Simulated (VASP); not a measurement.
Write the native input for VASP 6.6.1 that does the following.

| Quantity | Value |
| --- | --- |
| Task | band structure |
| Functional | LAK |
| Potentials or basis | VASP PAW PBE potentials, release 64 (In_d) |
| Cutoff | 520 eV |
| k mesh | 9 × 9 × 5 |
| Occupations | fermi-dirac, width 0.05 eV |
| Spin | no spin polarisation |
| Further INCAR settings | ALGO = Normal; EDIFF = 1e-06; NBANDS = 20 |

The structure of In lies in POSCAR:

```
In
1.0
    3.3354847820      0.0000000000      0.0000000000
   -1.6677423910      2.8886145552      0.0000000000
    0.0000000000      0.0000000000      5.5091429200
In
2
Direct
    0.6666666667      0.3333333333      0.7500000000
    0.3333333333      0.6666666667      0.2500000000
```

This isn't the form of In at room conditions, which is tetragonal.

One way to write it, as run:

INCAR

```
SYSTEM = In
ALGO = Normal ; EDIFF = 1E-6
ENCUT = 520 ; ISIF = 2
ISMEAR = -1 ; LASPH = .True.
LCHARG = .False. ; LMIXTAU = .True.
LREAL = .False. ; LWAVE = .False.
METAGGA = LAK ; NBANDS = 20
NELM = 100 ; PREC = Accurate
SIGMA = 0.05
```

KPOINTS

```
k-points
0
Gamma
  9 9 5
  0 0 0
```

KPOINTS_OPT

```
path GMKGALHA,LM,KH
20
line-mode
reciprocal
 0.0000000000  0.0000000000  0.0000000000  G
 0.5000000000  0.0000000000  0.0000000000  M

 0.5000000000  0.0000000000  0.0000000000  M
 0.3333333333  0.3333333333  0.0000000000  K

 0.3333333333  0.3333333333  0.0000000000  K
 0.0000000000  0.0000000000  0.0000000000  G

 0.0000000000  0.0000000000  0.0000000000  G
 0.0000000000  0.0000000000  0.5000000000  A

 0.0000000000  0.0000000000  0.5000000000  A
 0.5000000000  0.0000000000  0.5000000000  L

 0.5000000000  0.0000000000  0.5000000000  L
 0.3333333333  0.3333333333  0.5000000000  H

 0.3333333333  0.3333333333  0.5000000000  H
 0.0000000000  0.0000000000  0.5000000000  A

 0.5000000000  0.0000000000  0.5000000000  L
 0.5000000000  0.0000000000  0.0000000000  M

 0.3333333333  0.3333333333  0.0000000000  K
 0.3333333333  0.3333333333  0.5000000000  H
```

Potentials or basis: VASP PAW PBE potentials, release 64 (In_d).

Command:

```sh
$ cat potpaw_PBE.64/In_d/POTCAR > POTCAR
$ mpirun -np 1 vasp_std > vasp.out
```

It gave:

The pressure is 3.4 GPa. The band gap along the path is none (metal or under the smearing width).

Caveat: the PAW data sets were made with another functional, which shifts forces and pressure a little; spin-orbit coupling is left out, which moves the levels of the heavy elements.

It took 7.8 min on 1 thread of AMD EPYC 9R45 96-Core Processor (Zen 5), on a shared host, peak memory 0.18 GiB.
